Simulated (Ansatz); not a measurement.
**As$_{2}$Pt: sound and stiffness along [100], [110] and [111]**

All numbers below come from DFT PBEsol, scalar-relativistic, plane waves, PAW (Ansatz 0.2.0). Settings: 420 eV plane-wave cutoff, Γ-centred 6×6×6 mesh, fixed occupations. No spin polarisation.

Equilibrium structure at this level:
```
As Pt
1.0
     5.98065    0.00000    0.00000
     0.00000    5.98065    0.00000
     0.00000    0.00000    5.98065
As Pt
8 4
Direct
  0.38309 0.38309 0.38309
  0.11691 0.61691 0.88309
  0.88309 0.11691 0.61691
  0.61691 0.88309 0.11691
  0.61691 0.61691 0.61691
  0.88309 0.38309 0.11691
  0.11691 0.88309 0.38309
  0.38309 0.11691 0.88309
  0.00000 0.00000 0.00000
  0.50000 0.00000 0.50000
  0.50000 0.50000 0.00000
  0.00000 0.50000 0.50000
```

Spin–orbit coupling is left out, which can shift energies with elements as heavy as these.

With ions relaxed, on the cubic axes: C11 = 325.4, C12 = 70.6, C44 = 74.0 GPa. The density is 10.710 g/cm³. Zone-centre modes weren't checked beside this run.

Task: Is the crystal stable against strain, and how anisotropic is it?

Result: Born's conditions hold: C11 + 2C12 = 466.6, C11 − C12 = 254.8 and C44 = 74.0 GPa are all positive. B = (C11 + 2C12)/3 = 155.5 GPa. The two shear moduli are C44 and C′ = (C11 − C12)/2 = 127.4 GPa, so Zener's ratio is A = C44/C′ = 0.58: the shear C44 is the soft one, as in NaCl, KCl, the halide perovskites and the bcc metals V, Nb, Cr and Mo. The Cauchy pressure C12 − C44 is -3.5 GPa; it would vanish for pair forces between atoms on inversion centres at zero pressure, and here it is small.

Task: Give the sound speeds along the three symmetry directions.

Result: The Christoffel equation gives ρv² for each branch:
| direction | branch | ρv² | GPa | v (m/s) |
| --- | --- | --- | --- | --- |
| [100] | L | C11 | 325.4 | 5512 |
| [100] | T (×2) | C44 | 74.0 | 2629 |
| [110] | L | (C11 + C12 + 2C44)/2 | 272.1 | 5040 |
| [110] | T, u ∥ [001] | C44 | 74.0 | 2629 |
| [110] | T, u ∥ [1-10] | (C11 − C12)/2 | 127.4 | 3449 |
| [111] | L | (C11 + 2C12 + 4C44)/3 | 254.3 | 4873 |
| [111] | T (×2) | (C11 − C12 + C44)/3 | 109.6 | 3199 |

Task: How does Young's modulus depend on direction?

Result: Inverting gives S11 = 3.330, S12 = -0.594, S44 = 13.504 TPa⁻¹. Along a unit vector (l, m, n), 1/E = S11 − 2(S11 − S12 − S44/2)(l²m² + m²n² + n²l²), where the last bracket is 0, 1/4 and 1/3 for [100], [110] and [111]: E = 300, 211 and 192 GPa. With A < 1 the cube edge is stiffest. For a film on (001), the biaxial modulus is C11 + C12 − 2C12²/C11 = 365 GPa and the normal strain is −2C12/C11 = -0.43 times the in-plane one.

Cost: 1 run of about 28 core-minutes, on Intel Xeon Platinum 8375C (Ice Lake) (shared hosts).